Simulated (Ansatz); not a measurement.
Runs of Ansatz 0.2.0 on NiO. The structure is cubic, space group Fm-3m (No. 225). The conventional cell has a = 4.172 Å, b = 4.172 Å, c = 4.172 Å, α = 90.00°, β = 90.00°, γ = 90.00°. Ni (site symmetry m-3m) is surrounded by 6 O at 2.09 Å. O (site symmetry m-3m) has 6 Ni at 2.09 Å as nearest neighbours. 

```tsv
task	level	potentials or basis	spin	U	cell	k mesh	cutoff (eV)	smearing	points for each segment of the path	hubbard projectors	double counting	q mesh	other keys	gap on the mesh (eV)	pressure (GPa)	moment (μB)
band structure	LDA+U	JTH PAW	collinear, ferromagnetic start	Ni d U = 7 eV	as given	11 × 11 × 11	2400	methfessel-paxton 0.01 eV	14	ortho-atomic (the default)	fll (the default)	-	-	(a)	-3.2	2.00
phonons	RPBE+U	SPMS NC	collinear, random start	Ni d U = 3 eV	as given	10 × 10 × 10	1034	gaussian 0.1 eV	8	ortho-atomic	amf	2 × 2 × 2	-	0.68	-	2.00
band structure	revPBE+D4+U	Ansatz PAW	collinear, ferromagnetic start	Ni d U = 5.3 eV	as given	11 × 11 × 11	420	fermi-dirac 0.025 eV	14	ortho-atomic (the default)	amf	-	-	(b)	10.4	2.00
atomic charges	RPBE+D3(BJ)-ATM+U	Ansatz PAW	collinear, ferromagnetic start	Ni d U = 5.0 eV	atoms moved at random, drawn with an rms of 0.1 Å	8 × 8 × 8	420	methfessel-paxton 0.005 eV	-	all-electron-ortho-atomic	fll (the default)	-	scf.occupations.method = methfessel_paxton; …	1.83	5.1	2.00
```

Problem. Estimate the missing entries.

Solution. (a) 1.92; (b) 1.54.

Caveats: the magnetic or orbital state may not be the lowest; a cell with one magnetic atom can't hold antiferromagnetic order, which such compounds often take; the PAW data sets come from PBE, with cores solved anew for the run's functional, which leaves a small shift of forces and pressure (some runs); the potentials were made for another functional, which shifts forces and pressure (some runs); the gap is small at this level, which inflates the dielectric constant (some runs).

A k mesh can miss the band edges.

Runs at the PBE level aren't shown here.
